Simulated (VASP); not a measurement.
CdF2:

```
Cd F
1.0
     0.00000    2.69400    2.69400
     2.69400    0.00000    2.69400
     2.69400    2.69400    0.00000
Cd F
1 2
Direct
  0.00000 0.00000 0.00000
  0.75000 0.75000 0.75000
  0.25000 0.25000 0.25000
```

```yaml
Program: VASP 6.6.1
Task: single point
Functional: PBEsol
Potentials_or_basis: VASP PAW PBE potentials, release 64 (Cd, F)
Cutoff: 520 eV
k_mesh: 9 × 9 × 9
Occupations: fermi-dirac, width 0.05 eV
Spin: no spin polarisation
```

On this cell: pressure 0.5 GPa; largest force zero by symmetry; band gap on the k mesh 2.93 eV, indirect (least direct gap 3.39 eV).

The same run follows on a disturbed copy (atoms moved at random, drawn with an rms of 0.05 Å):

```
Cd F
1.0
     0.00000    2.69400    2.69400
     2.69400    0.00000    2.69400
     2.69400    2.69400    0.00000
Cd F
1 2
Direct
  0.00158 0.99951 0.01010
  0.76521 0.75266 0.74915
  0.27464 0.23776 0.23702
```

What does the disturbed cell give?

The energy moves by +7.3 meV/atom; pressure 0.9 GPa; largest force 0.400 eV/Å; band gap on the k mesh 2.92 eV, indirect (least direct gap 3.34 eV).

Forces in eV/Å, atoms in the order of the input:
```
Cd  -0.304  0.047  0.206
F   -0.090 -0.020 -0.147
F    0.395 -0.027 -0.059
```

Stress tensor (GPa, compression positive):
```
 0.95  0.09 -0.18
 0.09  0.90  0.67
-0.18  0.67  0.84
```

Caveats: the PAW data sets were made with another functional, which shifts forces and pressure a little; an odd mesh through Γ misses points on the zone boundary, where band edges often lie.
